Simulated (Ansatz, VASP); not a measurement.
# One calculation of Ni, two programs

Contents of INCAR:

```
SYSTEM = Ni
PREC = Accurate
ENCUT = 520
EDIFF = 1E-6
ISMEAR = -1
SIGMA = 0.05
LREAL = .False.
LASPH = .True.
NELM = 100
ALGO = Fast
ISIF = 2
LWAVE = .False.
LCHARG = .False.
ISPIN = 2
MAGMOM = 1
LORBIT = 11
LMAXMIX = 4
GGA = PE
NBANDS = 18
```

The input KPOINTS:

```
regular mesh
0
Gamma
  13 13 13
  0 0 0
```

Contents of POSCAR:

```
Ni
1.0
    0.0000000000      1.7375729330      1.7375729330
    1.7375729330      0.0000000000      1.7375729330
    1.7375729330      1.7375729330      0.0000000000
Ni
1
Direct
    0.0000000000      0.0000000000      0.0000000000
```

File KPOINTS_OPT:

```
path GXWKGLUWLK,UX
10
line-mode
reciprocal
 0.0000000000  0.0000000000  0.0000000000  G
 0.5000000000  0.0000000000  0.5000000000  X

 0.5000000000  0.0000000000  0.5000000000  X
 0.5000000000  0.2500000000  0.7500000000  W

 0.5000000000  0.2500000000  0.7500000000  W
 0.3750000000  0.3750000000  0.7500000000  K

 0.3750000000  0.3750000000  0.7500000000  K
 0.0000000000  0.0000000000  0.0000000000  G

 0.0000000000  0.0000000000  0.0000000000  G
 0.5000000000  0.5000000000  0.5000000000  L

 0.5000000000  0.5000000000  0.5000000000  L
 0.6250000000  0.2500000000  0.6250000000  U

 0.6250000000  0.2500000000  0.6250000000  U
 0.5000000000  0.2500000000  0.7500000000  W

 0.5000000000  0.2500000000  0.7500000000  W
 0.5000000000  0.5000000000  0.5000000000  L

 0.5000000000  0.5000000000  0.5000000000  L
 0.3750000000  0.3750000000  0.7500000000  K

 0.6250000000  0.2500000000  0.6250000000  U
 0.5000000000  0.0000000000  0.5000000000  X
```

File input.yaml:

```yaml
crystal:
  lattice:
    - [0.0, 1.737572933, 1.737572933]
    - [1.737572933, 0.0, 1.737572933]
    - [1.737572933, 1.737572933, 0.0]
  atoms:
    - { symbol: Ni, position: [0.0, 0.0, 0.0], spin: 1.0 }
hamiltonian:
  xc: pbe
  pseudopotentials: { kind: paw }
magnetization:
  spin_polarized: true
kpoints:
  mp_grid: { grid: [13, 13, 13] }
  band_path:
    path:
      - [[0.0, 0.0, 0.0], [0.5, 0.0, 0.5], [0.5, 0.25, 0.75], [0.375, 0.375, 0.75], [0.0, 0.0, 0.0], [0.5, 0.5, 0.5], [0.625, 0.25, 0.625], [0.5, 0.25, 0.75], [0.5, 0.5, 0.5], [0.375, 0.375, 0.75]]
      - [[0.625, 0.25, 0.625], [0.5, 0.0, 0.5]]
    npoints: 14
scf:
  occupations: { method: fermi_dirac, width: 0.05 }
  n_extra_bands: 6
output:
  forces: true
  stress: true
  eigenvalues: true
  fatbands: false
```

Alike in both runs: task band structure; functional PBE; k mesh 13 × 13 × 13; occupations fermi-dirac, width 0.05 eV; collinear spin, ferromagnetic start.

|  | VASP | Ansatz |
| --- | --- | --- |
| version | VASP 6.6.1 | Ansatz 0.2.0 |
| potentials or method | VASP PAW PBE potentials, release 64 (Ni_pv) | Ansatz PAW |
| plane-wave cutoff (eV) | 520 | 420 |
| valence electrons in the cell | 16 | 18 |

Ansatz gave:

```
gap on the k mesh at the Fermi level (eV)                     : none
pressure (GPa)                                                : 8.1
net moment per atom (μB)                                      : 0.63
size of the moment on the site where the two differ most (μB) : 0.67
```

Question: Estimate VASP's values.

Answer: gap on the k mesh at the Fermi level (eV): none; pressure (GPa): 5.8; net moment per atom (μB): 0.63; size of the moment on the site where the two differ most (μB): 0.66.

Site moments also hang on the region over which each program counts them. A gap of «none» marks a metal or a gap that the smearing closes. The two sets of potentials don't hold the same shells in valence.
